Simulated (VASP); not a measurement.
# GaSb: relaxation of the atoms with PBEsol

The system is GaSb.

```xyz
2
Lattice="0.0000 3.0976 3.0976 3.0976 0.0000 3.0976 3.0976 3.0976 0.0000" Properties=species:S:1:pos:R:3 pbc="T T T"
Ga    6.1953    6.1953    6.1953
Sb    1.5488    1.5488    1.5488
```

The cell isn't the ideal one: a relaxed cell with its volume scaled by 1.04.

```json
{
  "Program": "VASP 6.6.1",
  "Task": "relaxation of the atoms",
  "Functional": "PBEsol",
  "Potentials or basis": "VASP PAW PBE potentials, release 64 (Ga_d, Sb)",
  "Cutoff": "600 eV",
  "k mesh": "10 × 10 × 10",
  "Occupations": "gaussian, width 0.03 eV",
  "Spin": "no spin polarisation",
  "Further INCAR settings": "ALGO = Normal; EDIFF = 1e-07; IBRION = 2; EDIFFG = -0.01; NSW = 40"
}
```

```yaml
Pressure_after_relaxing: -1.9 GPa
Band_gap_on_the_k_mesh: none (metal or under the smearing width)
```

Final structure:
```cif
data_structure
_symmetry_space_group_name_H-M 'P 1'
_symmetry_Int_Tables_number 1
_cell_length_a 4.3807
_cell_length_b 4.3807
_cell_length_c 4.3807
_cell_angle_alpha 60.000
_cell_angle_beta 60.000
_cell_angle_gamma 60.000
_cell_volume 59.45
loop_
_atom_site_label
_atom_site_type_symbol
_atom_site_fract_x
_atom_site_fract_y
_atom_site_fract_z
_atom_site_occupancy
Ga1 Ga 0.00000 0.00000 0.00000 1
Sb1 Sb 0.25000 0.25000 0.25000 1
```

Levels at points of the mesh, in eV from the Fermi level:
```csv
k point,band 6,band 7,band 8,band 9,band 10,band 11,band 12,band 13
"(0.00, 0.00, 0.00)",-11.26,-0.28,-0.01,-0.01,-0.01,2.76,2.76,2.76
"(0.50, 0.00, 0.00)",-9.72,-6.22,-1.11,-1.11,0.26,3.71,3.71,6.33
"(0.50, 0.50, 0.00)",-8.95,-6.67,-2.47,-2.47,0.87,1.22,8.41,8.41
```

Run time: 20 s on 1 thread of AMD EPYC 9R45 96-Core Processor (Zen 5), with other jobs on the host, peak memory 0.2 GiB.

Caveat: the relaxation stopped at its first step, so nothing moved; the PAW data sets were made with another functional, which shifts forces and pressure a little. Spin-orbit coupling is left out, which matters for the levels of Sb.
